## One electron among M cells

Take an insulating crystal of M cells and add one electron. The electron spreads over the whole crystal, so the density in each cell changes only by an amount of order 1/M. If the exchange-correlation potential follows the density smoothly, it too changes by order 1/M, which vanishes for a large crystal. The cost of adding the electron is then just the energy of the lowest empty band. By the same argument, removing an electron costs the energy of the top of the highest filled band with its sign reversed.

The fundamental gap is the sum of these two costs. A smooth density functional therefore makes it equal to the gap between its own bands. The exact potential behaves differently: it may jump by a constant Δ throughout the crystal once the added electron enters an empty band, however little the density changes. The exact relation is

fundamental gap = exact band gap + Δ,

and a smooth functional has Δ = 0.

## Five functionals, one answer

La₂O₃ (P-3m1, 5-atom cell, same fixed geometry in every row), DFT with SIESTA 5.4.2, no spin polarisation or spin–orbit coupling. DZP basis with two zetas on semicore shells, PseudoDojo 0.4 standard pseudopotentials (made for PBEsol in the PBEsol and AM05 rows and for PBE in the BLYP and vdW-DF-cx rows; the LDA row combines an LDA potential for O with a PBE potential for La), 8 × 8 × 5 k mesh. Band path Γ–M–K–Γ–A–L–H–A–L–M–K–H. The rows are a selection: runs that failed or met a known fault of the program are among those left out.

| functional | gap on path (eV) | direct gap on path (eV) |
| --- | --- | --- |
| LDA | 3.590 | 3.715 |
| PBEsol | 3.638 | 3.789 |
| BLYP | 3.829 | 3.979 |
| AM05 | 3.714 | 3.869 |
| vdW-DF-cx | 3.668 | 3.814 |

The gap on path is the smallest energy between filled and empty states found along a line of crystal momenta (k points). For the direct gap on path, both states must have the same momentum. LDA gives the smallest gap of La₂O₃, 3.59 eV, and BLYP the largest, 3.83 eV. The whole span is about 6 % of the mean, which looks like a well-settled result.

It is settled only among functionals of one kind. LDA uses the local density, and PBEsol, AM05 and BLYP add its gradient. vdW-DF-cx also correlates densities at distant points, yet its gap lies between those of PBEsol and AM05. All five are smooth functionals of the density, so the counting argument sets Δ to zero in every row.

## Recognising the failure

The table holds no measured gap, and its rows cannot reveal an error that they share. One number from outside is needed. The measured gap of La₂O₃ is roughly 5.5 eV, a recalled value. Against it the rows fall short by 1.7 to 1.9 eV, and even the smallest shortfall is about seven times the span of the five gaps. If the recalled value were half an electronvolt too high, the ratio would still be about five.

The calculation also omits spin-orbit coupling and lattice vibrations, and its basis is modest. Such effects usually amount to tenths of an electronvolt, so most of the shortfall belongs to the functionals. Theory names the missing jump Δ as a main cause. The numbers cannot separate it from the error that each functional makes in the band gap itself.

## A shared error that can be measured

The same runs contain a smaller error that hides in the same way. Each run also gives a gap from the regular mesh of k points. In every row this mesh gap is 0.08 to 0.09 eV larger than the gap on path, because the mesh misses the momentum of at least one of the two band edges. A finite set of points may overestimate the gap of given bands but can never underestimate it, so the smaller value is the better one.

Compare LDA with PBEsol. Their gaps on path differ by 0.05 eV, less than the sampling error. The LDA gap from the mesh, 3.59 + 0.09 = 3.68 eV, would even lie above the PBEsol gap from the path, 3.64 eV, and reverse their order. A comparison made on the mesh alone would show no sign of trouble, since the error is almost the same in each row.

## What a change of functional does

If changing the functional merely moves the empty bands rigidly against the filled ones, the direct and indirect gaps must change by the same amount. This can be tested with PBEsol as the reference, the only row whose pseudopotentials were made for its own functional. There the direct gap exceeds the indirect one by 3.789 − 3.638 = 0.151 eV. Adding this to the BLYP gap predicts a direct gap of 3.829 + 0.151 = 3.980 eV, and the calculation gives 3.979 eV.

LDA fits less well. The prediction is 3.741 eV and the computed direct gap 3.715 eV. The miss of 0.026 eV is about a third of the whole change in the direct gap between LDA and PBEsol, so here the bands also change shape a little. Only the LDA row mixes potentials made for two different functionals, so part of this change may come from the potentials and not from LDA itself. The output below lists the test for all rows; the PBEsol row agrees by construction.

Judged by these two gaps, a new functional within this class acts mostly like a small common shift. Equal changes are a necessary sign of rigid bands, not a proof of them. The shift from LDA to BLYP is 0.24 eV, where nearly 2 eV would be needed. That the missing part is equally rigid is an assumption which these rows do not test.

The order within the group deserves less trust than the common failure. The steps from LDA through PBEsol and vdW-DF-cx to AM05 are at most 0.05 eV each, and the effect of the mismatched pseudopotentials on them was not tested. BLYP stands further apart, but all rows share one fixed cell, and in it BLYP gives a pressure of 14 GPa. Its gap is that of a crystal which BLYP itself would expand.

## What it means for a gate oxide

La₂O₃ is a candidate gate dielectric on silicon, where it must block both electrons and holes. The two barriers together equal the gap of the oxide minus that of silicon, roughly 1.1 eV. With the mean computed gap they add up to 3.7 − 1.1 = 2.6 eV, and with the recalled measured gap to 5.5 − 1.1 = 4.4 eV. If the barriers were built from the computed oxide gap, at least one would therefore be much too low, and a tunnelling current estimated with it would be expected to come out too large. How the loss divides between electrons and holes cannot be read from these runs, which hold neither a common vacuum zero nor the true position of either band edge.

The practical rule follows from the counting argument. Before the spread over several functionals is used as an error bar, ask what they all leave out. For the gap of an insulator, the comparison should include a method of another kind, such as a hybrid functional, whose exchange acts on the orbitals and supplies part of the jump, or a quasiparticle calculation.

Printed output of the fit:

```
Gaps and shortfall in eV and pressure in GPa:
        row    gap  shortfall  mesh_minus_path  pressure
        LDA   3.59       1.91          0.08675    0.7846
     PBEsol  3.638      1.862          0.08522     3.773
       BLYP  3.829      1.671          0.08073      14.1
       AM05  3.714      1.786          0.08253     4.479
  vdW-DF-cx  3.668      1.832          0.08564     4.804
Rigid shift model for the direct gap in eV:
        row  direct_minus_indirect  predicted  computed    miss
        LDA                  0.125      3.741     3.715   0.026
     PBEsol                  0.151      3.789     3.789       0
       BLYP                   0.15       3.98     3.979   0.001
       AM05                  0.155      3.865     3.869  -0.004
  vdW-DF-cx                  0.146      3.819     3.814   0.005
Mean gap of the five rows (eV): 3.688
Span of the five gaps (eV): 0.239
Span as share of the mean gap (percent): 6.481
Smallest shortfall against the recalled gap (eV): 1.671
Largest shortfall against the recalled gap (eV): 1.91
Smallest shortfall divided by the span: 6.992
The same ratio if the recalled gap were 0.5 eV lower: 4.9
Largest gap as share of the recalled gap (percent): 69.62
Step from LDA to PBEsol (eV): 0.048
Step from PBEsol to vdW-DF-cx (eV): 0.03
Step from vdW-DF-cx to AM05 (eV): 0.046
Step from AM05 to BLYP (eV): 0.115
Mean excess of the mesh gap over the path gap (eV): 0.08418
Spread of that excess over the rows (eV): 0.006019
Largest miss of the rigid shift model (eV): 0.026
```
